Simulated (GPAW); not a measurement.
Crystal: TiSi2.

```xyz
6
Lattice="1.7651 -6.7593 0.0000 1.7651 6.7593 0.0000 0.0000 0.0000 3.5652" Properties=species:S:1:pos:R:3 pbc="T T T"
Ti    1.7651    5.3653    0.8913
Ti    1.7651   -5.3653    2.6739
Si    1.7651   -3.3839    0.8913
Si    1.7651    3.3839    2.6739
Si    1.7651    0.7875    0.8913
Si    1.7651   -0.7875    2.6739
```

The cell comes from a database or a generator and needn't be the stable form of this composition.

Base run:

- Program: GPAW 26.7.0
- Functional: PBE
- Potentials or basis: GPAW PAW data sets (gpaw-data 1.2.1)
- Cutoff: 500 eV
- Basis: pw
- k mesh: 6 × 6 × 6
- Occupations: fermi-dirac, width 0.05 eV
- Spin: no spin polarisation

Its results: band gap on the k mesh none (metal or under the smearing width); pressure 2.5 GPa; largest force 0.233 eV/Å.

**Question.** The run is repeated on the same cell with these changes: functional from PBE to LDA; potentials or basis from GPAW PAW data sets (gpaw-data 1.2.1) to the program's PAW data sets (release 1.2.1) made for this functional; cutoff from 500 eV to 450 eV. What comes out?

**Answer.** Band gap on the k mesh none (metal or under the smearing width); pressure -4.9 GPa; largest force 0.147 eV/Å.

Caveats: the cutoff is short for stress and forces, so pressures can be off by a GPa or more.

Not every run made on this cell is shown here.
